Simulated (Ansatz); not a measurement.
Crystal: PbS (Galena).

```
CELL_PARAMETERS angstrom
0.00000 2.96575 2.96575
2.96575 0.00000 2.96575
2.96575 2.96575 0.00000
ATOMIC_POSITIONS crystal
Pb 0.00000 0.00000 0.00000
S 0.50000 0.50000 0.50000
```

Base run:

* Program: Ansatz 0.2.0
* Functional: revPBE
* Potentials or basis: all-electron LAPW, scalar-relativistic
* Cutoff: 177 eV
* Density cutoff: 710 eV
* Basis error allowed: 0.001 eV/atom
* k mesh: 8 × 8 × 8
* Occupations: fermi-dirac, width 0.05 eV
* Spin: no spin polarisation

Its results: band gap on the k mesh 0.43 eV, direct; pressure 3.7 GPa.

**Question.** After a change of settings the same cell gave: band gap on the k mesh 0.25 eV, direct; pressure -0.8 GPa. Which change was it?
A. functional from revPBE to LDA
B. functional from revPBE to PBEsol; occupations from fermi-dirac, width 0.05 eV to gaussian, width 0.05 eV
C. functional from revPBE to RPBE
D. functional from revPBE to PBE; occupations from fermi-dirac, width 0.05 eV to gaussian, width 0.016 eV

**Answer.** B.

Caveats: spin-orbit coupling is left out, which as a rule narrows the gap of such compounds by several tenths of an eV.

Not every run made on this cell is shown here.
